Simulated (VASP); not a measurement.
Be, 9 atoms in the cell. The cell holds a slab with vacuum, 9 atoms: a = 2.300 Å, b = 2.300 Å, c = 29.404 Å, α = 90.00°, β = 90.00°, γ = 120.00°. The slab is cut from a database's or a generator's crystal, which needn't be the stable form of the element. The cell isn't the ideal one: the (0 0 1) slab of Be, cut from the database cell, not relaxed.

| Item | Value |
| --- | --- |
| Program | VASP 6.6.1 |
| Task | relaxation of the atoms |
| Functional | PBE |
| Dispersion | dDsC |
| Potentials or basis | VASP PAW PBE potentials, release 64 (Be) |
| Cutoff | 520 eV |
| k mesh | 13 × 13 × 1 |
| Occupations | gaussian, width 0.05 eV |
| Spin | no spin polarisation |
| Dipole correction | yes |
| Atoms held fixed (from 0) | [0, 1, 2, 3] |
| Further INCAR settings | ALGO = Normal; EDIFF = 1e-06; IBRION = 2; EDIFFG = -0.005; NSW = 40 |

Potentials or basis: VASP PAW PBE potentials, release 64 (Be).

Launch:

```sh
$ cat potpaw_PBE.64/Be/POTCAR > POTCAR
$ mpirun -np 1 vasp_std > vasp.out
```

Hardware: 1 thread of Intel(R) Xeon(R) Platinum 8259CL CPU @ 2.50GHz (Skylake/Cascade Lake), with other jobs on the host.

Estimate the wall time of this run.

Run time: 17 min on 1 thread of Intel(R) Xeon(R) Platinum 8259CL CPU @ 2.50GHz (Skylake/Cascade Lake), on a shared host, peak memory 0.26 GiB. Counts: scf iterations 223, k points 21, ion steps 22.
